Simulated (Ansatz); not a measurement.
WC:

```xyz
2
Lattice="1.6403 -2.1180 0.0000 1.6403 2.1180 0.0000 0.0000 0.0000 4.3094" Properties=species:S:1:pos:R:3 pbc="T T T"
W     1.6403    0.0000    2.1547
C     0.0000    0.0000    0.0000
```

The cell was built by a generator and needn't be a form met in nature.

```yaml
Program: Ansatz 0.2.0
Task: relaxation of cell and atoms
Functional: RPBE
Dispersion: D4
Potentials_or_basis: Ansatz PAW
Cutoff: "420 eV (not typed: the program's choice for these potentials)"
k_mesh: 10 × 10 × 6
Occupations: fermi-dirac, width 0.05 eV
Spin: no spin polarisation
```

At the start: volume 14.97 Å³/atom.

Task: How do energy, volume and symmetry change on relaxing?

Result: It ends after 15 steps and the volume is 11.27 Å³/atom (-24.7 %); space group Cmmm (No. 65, to 0.05 Å).

Step by step:
```
step  energy change (eV)  largest force (eV/Å)  volume (Å³)
   1              0.0000                0.0000        29.94
   2             -0.7862                0.0000        27.51
   3             -1.5041                0.0000        25.59
   4             -2.3640                0.0000        24.48
   5             -3.0915                0.0000        23.13
   6             -3.6144                0.0000        21.93
   7             -3.9060                0.0000        21.33
   8             -3.9740                0.0000        21.93
   9             -3.9871                0.0000        22.37
  10             -3.9889                0.0000        22.46
  11             -3.9890                0.0000        22.43
  12             -3.9988                0.0000        22.43
  13             -3.9994                0.0000        22.52
  14             -3.9994                0.0000        22.54
  15             -3.9996                0.0000        22.54
```

Final structure:
```xyz
2
Lattice="1.4720 -2.5459 0.0000 1.4720 2.5459 0.0000 0.0000 0.0000 3.0068" Properties=species:S:1:pos:R:3 pbc="T T T"
W     1.4720    0.0000    1.5034
C     0.0000    0.0000    0.0000
```

Caveat: the volume moved by over 15 % at a fixed basis, so the end points are rough; the plane-wave basis is chosen anew once the cell has moved, so the energies of steps on either side of that aren't comparable; pairwise dispersion overbinds metals, which lowers pressure and volume; the PAW data sets come from PBE, with cores solved anew for the run's functional, which leaves a small shift of forces and pressure.
